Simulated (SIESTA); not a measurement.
HfO2:

```xyz
12
Lattice="5.0803 0.0000 0.0000 0.0000 5.1649 0.0000 0.0000 0.0000 4.8909" Properties=species:S:1:pos:R:3 pbc="T T T"
Hf    1.1308    4.0379    1.3307
Hf    3.6710    3.7094    3.5602
Hf    3.9495    1.1270    1.3307
Hf    1.4093    1.4555    3.5602
O     0.9491    0.8452    0.5113
O     3.4892    1.7372    4.3796
O     4.1312    4.3196    0.5113
O     1.5911    3.4277    4.3796
O     0.0000    2.5824    2.3919
O     2.5402    0.0000    2.4990
O     0.0000    0.0000    2.8153
O     2.5402    2.5824    2.0756
```

The cell comes from a database or a generator and needn't be the stable form of this composition.

Base run:

```yaml
Program: SIESTA 5.4.2
Functional: LDA
Potentials_or_basis: PseudoDojo 0.4 standard (LDA files)
Basis: DZP (energy shift 0.003 Ry; two zetas on semicore shells)
Grid_cutoff: 800 Ry
Energy_shift: 0.003 Ry
k_mesh: 5 × 5 × 6
Occupations: fermi-dirac, width 0.05 eV
Spin: no spin polarisation
```

Its results: band gap on the k mesh 3.48 eV, direct; pressure -4.1 GPa; largest force 0.226 eV/Å.

Problem. The run is repeated on the same cell with these changes: functional from LDA to PBEsol; potentials or basis from PseudoDojo 0.4 standard (LDA files) to PseudoDojo 0.4 standard (PBEsol files). What comes out?

Solution. Band gap on the k mesh 3.55 eV, direct; pressure 3.7 GPa; largest force 0.352 eV/Å.

Caveats: short orbitals over semicore shells can move pressures by several GPa; spin-orbit coupling is left out, which moves the levels of the heavy elements; the basis of atomic orbitals isn't converged, which shifts pressures, moduli and gaps.

Not every run made on this cell is shown here.
